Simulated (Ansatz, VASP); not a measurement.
This is a calculation of ZnO (zincite) for Ansatz 0.2.0.

Contents of input.yaml:

```yaml
crystal:
  lattice:
    - [3.3130361008, 0.0, 0.0]
    - [-1.6565180504, 2.8691734269, 0.0]
    - [0.0, 0.0, 5.3078076462]
  atoms:
    - { symbol: Zn, position: [0.6666666667, 0.3333333333, 0.0] }
    - { symbol: Zn, position: [0.3333333333, 0.6666666667, 0.5] }
    - { symbol: O, position: [0.3333333333, 0.6666666667, 0.87901] }
    - { symbol: O, position: [0.6666666667, 0.3333333333, 0.37901] }
kpoints:
  mp_grid: { grid: [9, 9, 5] }
scf:
  occupations: { method: fermi_dirac, width: 0.05 }
hamiltonian:
  xc: pbe
  pseudopotentials: { kind: all_electron, lapw: { basis_error: 0.001 } }
output:
  forces: true
  stress: true
  eigenvalues: true
```

Potentials or basis: all-electron LAPW, scalar-relativistic.

Command:

```console
$ ansatz run input.yaml --threads 2 --pin off --max-ram 6144MiB --backend cpu --events-out ev --progress --plain --runs-dir out
```

Task: Set up the same calculation for VASP 6.6.1. Potentials there: VASP PAW PBE potentials, release 64 (Zn, O).

Result: As run (the cutoff follows the program's own potentials):

The input INCAR:

```
SYSTEM = ZnO
PREC     = Accurate       ! precision mode
ENCUT    = 520            ! plane-wave cutoff, eV
EDIFF    = 1E-7           ! SCF threshold, eV
ISMEAR   = -1             ! smearing method
SIGMA    = 0.05           ! smearing width, eV
LREAL    = .FALSE.        ! projectors in reciprocal space
LASPH    = .TRUE.         ! aspherical terms in the spheres
NELM     = 100            ! most SCF steps
ALGO     = Normal         ! electronic algorithm
ISIF     = 2              ! what is computed and relaxed
LWAVE    = .FALSE.        ! write WAVECAR
LCHARG   = .FALSE.        ! write CHGCAR
GGA      = PE             ! functional
NBANDS   = 26             ! bands
```

KPOINTS

```
regular mesh
0
G
  9 9 5
  0 0 0
```

Contents of POSCAR:

```
ZnO
1.0
    3.3130361008      0.0000000000      0.0000000000
   -1.6565180504      2.8691734269      0.0000000000
    0.0000000000      0.0000000000      5.3078076462
Zn O
2 2
Direct
    0.6666666667      0.3333333333      0.0000000000
    0.3333333333      0.6666666667      0.5000000000
    0.3333333333      0.6666666667      0.8790100000
    0.6666666667      0.3333333333      0.3790100000
```

Potentials or basis: VASP PAW PBE potentials, release 64 (Zn, O).

Launch:

```console
$ cat potpaw_PBE.64/Zn/POTCAR potpaw_PBE.64/O/POTCAR > POTCAR
$ mpirun -np 1 vasp_std > vasp.out
```

Both were run:

|  | VASP | Ansatz | Ansatz less VASP |
| --- | --- | --- | --- |
| gap on the k mesh at the Fermi level (eV) | 0.70 | 0.73 | +0.029 |
| least direct gap on the mesh (eV) | 0.70 | 0.73 | +0.029 |
| pressure (GPa) | -2.0 | -2.9 | -0.87 |
| largest component of the traceless stress (GPa) | 0.99 | 0.95 | -0.039 |
| rms of the force components (eV/Å) | 0.031 | 0.029 | -0.0024 |

Atom by atom the forces differ by 0.002 eV/Å (rms over components). Ansatz ran all-electron here, so the differences hold the error of VASP's frozen core and of both bases.
